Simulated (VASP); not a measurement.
Here is a VASP 6.6.1 calculation.

Contents of INCAR:

```
SYSTEM = TaAs
ALGO     = Fast           ! electronic algorithm
EDIFF    = 1E-7           ! SCF threshold, eV
ENCUT    = 600            ! plane-wave cutoff, eV
GGA      = PS             ! functional
ISIF     = 2              ! what is computed and relaxed
ISMEAR   = -1             ! smearing method
LASPH    = .True.         ! aspherical terms in the spheres
LCHARG   = .False.        ! write CHGCAR
LEFG     = .True.       
LREAL    = .False.        ! projectors in reciprocal space
LWAVE    = .False.        ! write WAVECAR
NELM     = 60             ! most SCF steps
PREC     = Accurate       ! precision mode
SIGMA    = 0.05           ! smearing width, eV
```

Contents of KPOINTS:

```
k-points
0
Gamma
  13 13 13
  0 0 0
```

The input POSCAR:

```
TaAs                                    
1.0
   -1.7218133622      1.7218133622      5.8679415361
    1.7218133622     -1.7218133622      5.8679415361
    1.7218133622      1.7218133622     -5.8679415361
  Ta              As            
     2     2
Direct
     0.5000572083055702    0.0000572083055703    0.5000000000000000
     0.7500572083055702    0.7500572083055702    1.0000000000000000
     0.0825422116944309    0.5825422116944309    0.5000000000000000
     0.3325422116944309    0.3325422116944309    0.0000000000000000
```

Potentials or basis: VASP PAW PBE potentials, release 64 (Ta_pv, As_d).

The run is started by

```bash
$ cat potpaw_PBE.64/Ta_pv/POTCAR potpaw_PBE.64/As_d/POTCAR > POTCAR
$ mpirun -np 1 vasp_std > vasp.out
```

Q: What does it give for the largest force?

A: 0.004 eV/Å.

Q: What does it give for the pressure?

A: -3.6 GPa.

Q: What does it give for the band gap on the k mesh?

A: None (metal or under the smearing width).

Electric field gradients, principal values (V/Å²):
| atom | Vxx | Vyy | Vzz |
| --- | --- | --- | --- |
| 1 Ta | 9.679 | 12.966 | -22.646 |
| 2 Ta | 9.679 | 12.966 | -22.646 |
| 3 As | -7.118 | -12.872 | 19.989 |
| 4 As | -7.118 | -12.872 | 19.989 |

Caveat: the PAW data sets were made with another functional, which shifts forces and pressure a little. The run has no spin-orbit coupling, so splittings on Ta are missing.
